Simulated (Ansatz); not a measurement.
# Ge under changes of volume

One of the cells (18.253 Å³/atom); the others are scaled copies at fixed shape and fractional positions:

```
Ge
1.0
     1.48805   -2.59469    0.00000
     1.48805    2.59469    0.00000
     0.00000    0.00000    4.72760
Ge
2
Direct
  0.33345 0.66655 0.25000
  0.66655 0.33345 0.75000
```

This isn't the form of Ge at room conditions, which is diamond.

| Quantity | Value |
| --- | --- |
| Program | Ansatz 0.2.0 |
| Functional | PBEsol |
| Potentials or basis | Ansatz PAW earlier set |
| Cutoff | 820 eV (not typed: the program's choice for these potentials) |
| k mesh | 10 × 10 × 6 |
| Occupations | fermi-dirac, width 0.05 eV |
| Spin | no spin polarisation |

```csv
volume (Å³/atom),energy over the lowest point (meV/atom),pressure (GPa),largest force (eV/Å)
17.158,22.00,6.1,0.003
17.523,10.36,4.1,0.002
17.888,3.17,2.2,0.001
18.253,0.00,0.6,0.001
18.618,?,?,?
18.984,4.15,-2.3,0.001
19.349,10.79,-3.5,0.001
```

What does the run at 18.618 Å³/atom give?

Energy over the lowest point 0.45 meV/atom; pressure -0.9 GPa; largest force 0.000 eV/Å.

Worked out: A Birch-Murnaghan fit of order 3 (a polynomial in V^(-2/3)) to the other rows has its minimum at 18.39 Å³/atom with B0 = V·E''(V) = 77 GPa and B' = 4.2 at fixed shape and positions, which overstates the stiffness. It gives 0.44 meV/atom at 18.618 Å³/atom, against the run's 0.45, and -dE/dV = -0.9 GPa, against -0.9.

Energies are extrapolated to zero smearing.

Caveats: the PAW data sets come from PBE, with cores solved anew for the run's functional, which leaves a small shift of forces and pressure.
